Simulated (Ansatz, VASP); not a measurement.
## Two plane-wave programs on Hg

```xyz
4
Lattice="2.8621 -5.5819 0.0000 2.8621 5.5819 0.0000 0.0000 0.0000 3.6598" Properties=species:S:1:pos:R:3 pbc="T T T"
Hg    2.8621    1.3640    1.8399
Hg    2.8621   -4.2179    3.6498
Hg    2.8621    4.2179    0.0100
Hg    2.8621   -1.3640    1.8199
```

Alike in both runs: task single point; functional PBE; k mesh 8 × 8 × 12; occupations gaussian, width 0.1 eV; no spin polarisation.

```csv
,VASP,Ansatz
version,VASP 6.6.1,Ansatz 0.2.0
potentials or method,"VASP PAW PBE potentials, release 64 (Hg)","scalar-relativistic, plane waves, PAW"
plane-wave cutoff (eV),520,420
valence electrons in the cell,48,80
```

Ansatz gave:

```
gap on the k mesh at the Fermi level (eV)       : none
pressure (GPa)                                  : 1.4
largest component of the traceless stress (GPa) : 4.39
rms of the force components (eV/Å)              : 0.645
```

Problem. What did VASP give for the same quantities?

Solution. gap on the k mesh at the Fermi level (eV): none; pressure (GPa): 1.6; largest component of the traceless stress (GPa): 4.68; rms of the force components (eV/Å): 0.679.

Atom by atom the forces differ by 0.034 eV/Å (rms over components). A gap of «none» marks a metal or a gap that the smearing closes. The two sets of potentials don't hold the same shells in valence.

Caveats: forces of over 1 eV/Å show positions far from the minimum, so gaps and moduli don't describe the material at rest. The runs have no spin-orbit coupling, so splittings on Hg are missing.
